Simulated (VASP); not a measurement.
Runs of VASP 6.6.1 on Au. It takes space group Fm-3m (No. 225, cubic). The conventional cell has a = 4.070 Å, b = 4.070 Å, c = 4.070 Å, α = 90.00°, β = 90.00°, γ = 90.00°. Around Au (site symmetry m-3m) lie 12 Au at 2.88 Å. 

| task | level | potentials or basis | spin | cell | k mesh | cutoff (eV) | smearing | gap on the mesh (eV) | pressure (GPa) | relaxed volume (Å³/atom) |
| --- | --- | --- | --- | --- | --- | --- | --- | --- | --- | --- |
| band structure | LDA | VASP PAW LDA potentials, release 64 (Au) | off | as given | 11 × 11 × 11 | 520 | fermi-dirac 0.05 eV | - | -2.6 | - |
| relaxation of cell and atoms | LDA | VASP PAW LDA potentials, release 64 (Au) | off | relaxed | 11 × 11 × 11 | 600 | fermi-dirac 0.05 eV | none | 0.0 | 16.63 |
| single point | PBE | VASP PAW PBE potentials, release 64 (Au) | off | as given | 11 × 11 × 11 | 520 | gaussian 0.011 eV | none | 10.5 | - |
| band structure | PBEsol | VASP PAW PBE potentials, release 64 (Au) | off | as given | 11 × 11 × 11 | 520 | fermi-dirac 0.05 eV | - | 1.4 | - |
| band structure | PBE | VASP PAW PBE potentials, release 64 (Au) | SOC, no magnetisation | as given | 8 × 8 × 8 | 520 | fermi-dirac 0.05 eV | - | 10.4 | - |
| band structure | LDA | VASP PAW LDA potentials, release 64 (Au) | SOC, no magnetisation | as given | 8 × 8 × 8 | 520 | fermi-dirac 0.05 eV | - | (b) | - |
| relaxation of cell and atoms | PBEsol | VASP PAW PBE potentials, release 64 (Au) | off | relaxed | 11 × 11 × 11 | 600 | fermi-dirac 0.05 eV | none | 0.0 | (a) |
| relaxation of cell and atoms | PBE | VASP PAW PBE potentials, release 64 (Au) | off | relaxed | 11 × 11 × 11 | 600 | fermi-dirac 0.05 eV | none | 0.0 | 17.94 |

Q: Fill in the values left out.

A: (a) 16.99; (b) -2.7.

Caveats: spin-orbit coupling is left out, which moves the levels of the heavy elements (some runs); the PAW data sets were made with another functional, which shifts forces and pressure a little (some runs).

A k mesh can miss the band edges, and rows without SOC leave out spin-orbit coupling on Au.

A gap of «none» marks a metal or a gap under the smearing width.
